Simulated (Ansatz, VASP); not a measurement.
**Two plane-wave programs on Ni**

```xyz
1
Lattice="0.0000 1.7673 1.7673 1.7673 0.0000 1.7673 1.7673 1.7673 0.0000" Properties=species:S:1:pos:R:3 pbc="T T T"
Ni    0.0000    0.0000    0.0000
```

Alike in both runs: task single point; functional PBE; k mesh 12 × 12 × 12; occupations fermi-dirac, width 0.1 eV; collinear spin.

```csv
,VASP,Ansatz
version,VASP 6.6.1,Ansatz 0.2.0
potentials or method,"VASP PAW PBE potentials, release 64 (Ni)","PAW, plane waves, scalar-relativistic"
plane-wave cutoff (eV),520,420
valence electrons in the cell,10,18
```

Ansatz gave:

- pressure (GPa): -2.1
- net moment per atom (μB): 0.65
- size of the moment on the site where the two differ most (μB): 0.69

Problem. Which values does VASP return?

Solution. Pressure (GPa): -2.1; net moment per atom (μB): 0.64; size of the moment on the site where the two differ most (μB): 0.65.

Site moments also hang on the region over which each program counts them. The two sets of potentials don't hold the same shells in valence.
